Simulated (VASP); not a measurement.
NiO, 2 atoms in the cell. It takes space group Fm-3m (No. 225, cubic). The conventional cell has a = 4.172 Å, b = 4.172 Å, c = 4.172 Å, α = 90.00°, β = 90.00°, γ = 90.00°. Around Ni (site symmetry m-3m) lie 6 O at 2.09 Å. O (site symmetry m-3m) is surrounded by 6 Ni at 2.09 Å. 

| Quantity | Value |
| --- | --- |
| Program | VASP 6.6.1 |
| Task | band structure |
| Functional | revTPSS |
| Potentials or basis | VASP PAW PBE potentials, release 64 (Ni, O) |
| Cutoff | 520 eV |
| k mesh | 11 × 11 × 11 |
| Occupations | fermi-dirac, width 0.05 eV |
| Spin | collinear spin, ferromagnetic start |
| Starting moments | [1.0, 0.0] μB |
| Further INCAR settings | ALGO = Normal; EDIFF = 1e-07 |

Potentials or basis: VASP PAW PBE potentials, release 64 (Ni, O).

The run is started by

```console
$ cat potpaw_PBE.64/Ni/POTCAR potpaw_PBE.64/O/POTCAR > POTCAR
$ mpirun -np 1 vasp_std > vasp.out
```

Hardware: 1 thread of AMD EPYC 7R43 64-Core Processor (Zen 3) (shared host).

Question: Estimate the wall time of this run.

Answer: Run time: 8.2 min on 1 thread of AMD EPYC 7R43 64-Core Processor (Zen 3) (shared host), peak memory 0.15 GiB. Counts: scf iterations 39, k points 56.
